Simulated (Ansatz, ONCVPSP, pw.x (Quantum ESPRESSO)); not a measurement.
## Ta: one change to the ONCV potential, in the atom and in the fcc crystal

Ta (Z = 73), optimised norm-conserving Vanderbilt (ONCV), made with ONCVPSP 4.0.1.1 (patched build) (PBE, scalar-relativistic). Core [Kr] 4d10 4f14, reference 5s2 5p6 5d3 6s2. Waves: 5s+6s: rc 1.45 bohr, ncon 4, nbas 9, qcut 7.4 1/bohr, 2 projectors; 5p: rc 2.10 bohr, ncon 4, nbas 7, qcut 6.7 1/bohr, 1 projector; 5d: rc 1.80 bohr, ncon 4, nbas 7, qcut 5.6 1/bohr, 2 projectors, debl 2.5 Ha. Local part: polynomial inside 0.90 bohr (lpopt 4, dvloc0 1 Ha). Core correction: Teter function, fcfact 3.75, rcfact 1.3.

Change: reference 5s2 5p6 5d3 6s1.5 6p0.5; wave 5p: rc 2.10 bohr, ncon 4, nbas 7, qcut 6.7 1/bohr, 1 projector becomes 5p+6p: rc 2.10 bohr, ncon 4, nbas 7, qcut 6.7 1/bohr, 2 projectors.

Cutoffs, loose and tight: the cutoffs (Ha) at which the residual kinetic energy of the hardest occupied pseudo-wave falls to 1 and 0.1 mHa per electron. They do not see the model core or the augmentation charge, which bear on the density cutoff. Test errors are all-electron minus pseudo excitation energies from the reference, over the configurations 5s2 5p6 5d3 6s1; 5s2 5p6 5d3 6s0; 5s2 5p6 5d2 6s0; 5s2 5p6 5d3.5 6s1.5; variants that change the core or the reference have their own tests.

Crystal test: fcc Ta in pw.x 7.5, no spin, 13³ k-points, Fermi–Dirac smearing 0.01 Ry, cutoffs set for each file from its atomic test. The reference is all-electron LAPW (Ansatz 0.2.0) with the same functional, mesh and smearing; V0 and B0 come from Birch–Murnaghan fits to the pressures at five volumes. Errors are pseudo minus all-electron; Δ is the rms difference of the E(V) curves that follow from these fits, minima aligned, over ±6 % about the mean V0. Mesh and smearing are coarse, so the numbers serve the comparison and aren't converged zero-temperature values; the lattice is a test structure that the element need not adopt.

All-electron: a0 = 4.224 Å (V0 = 18.84 Å³/atom), B0 = 188.4 GPa.

Problem. Does the change bring the crystal closer to the all-electron result?

Solution. The mean pressure error goes from -5.21 to -2.12 GPa, so the change moves the solid closer to the all-electron pressures.

```
                       quantity       base    changed
                 outcome (atom)  generated  generated
           cutoff, loose (atom)      23 Ha      23 Ha
           cutoff, tight (atom)      27 Ha      27 Ha
            bound ghosts (atom)       none       none
largest test error (meV) (atom)       +9.6       -5.7
           cutoffs in pw.x (Ry)     65/260     65/260
                         a0 (Å)      4.185      4.208
                   a0 error (%)      -0.92      -0.38
                   B0 error (%)       +4.8       -0.2
                   Δ (meV/atom)       21.8        9.0
      mean pressure error (GPa)      -5.21      -2.12
```

Base: This is a poor potential for the solid.
